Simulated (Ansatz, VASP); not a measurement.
## One calculation of Re, two programs

INCAR

```
  ALGO = Normal
  EDIFF = 1E-6
  ENCUT = 520
  GGA = PE
  ISIF = 2
  ISMEAR = -1
  LASPH = T
  LCHARG = F
  LREAL = F
  LWAVE = F
  NBANDS = 10
  NELM = 100
  PREC = Accurate
  SIGMA = 0.05
```

File KPOINTS:

```
k-points
0
Gamma
  14 14 14
```

File POSCAR:

```
Re
1.0
    0.0000000000      1.9350255327      1.9350255327
    1.9350255327      0.0000000000      1.9350255327
    1.9350255327      1.9350255327      0.0000000000
Re
1
Direct
    0.0000000000      0.0000000000      0.0000000000
```

Input for Ansatz:

```yaml
crystal:
  lattice:
    - [0.0, 1.9350255327, 1.9350255327]
    - [1.9350255327, 0.0, 1.9350255327]
    - [1.9350255327, 1.9350255327, 0.0]
  atoms:
    - { symbol: Re, position: [0.0, 0.0, 0.0] }
kpoints:
  mp_grid: { grid: [14, 14, 14] }
scf:
  occupations: { method: fermi_dirac, width: 0.05 }
hamiltonian:
  xc: pbe
  pseudopotentials: { kind: all_electron, lapw: { basis_error: 0.00025 } }
output:
  forces: true
  stress: true
  eigenvalues: true
```

Change from the starting cell: volume scaled by 0.9405.

Alike in both runs: task single point; functional PBE; k mesh 14 × 14 × 14; occupations fermi-dirac, width 0.05 eV; no spin polarisation.

```csv
,VASP,Ansatz
version,VASP 6.6.1,Ansatz 0.2.0
potentials or method,"VASP PAW PBE potentials, release 64 (Re)","all-electron LAPW, scalar-relativistic"
plane-wave cutoff (eV),520,see its input
```

Ansatz gave:

```
pressure (GPa) : 13.5
```

What did VASP give for the same quantities?

Pressure (GPa): 13.1.

Ansatz ran all-electron here, so the differences hold the error of VASP's frozen core and of both bases.

The runs have no spin-orbit coupling, so splittings on Re are missing.
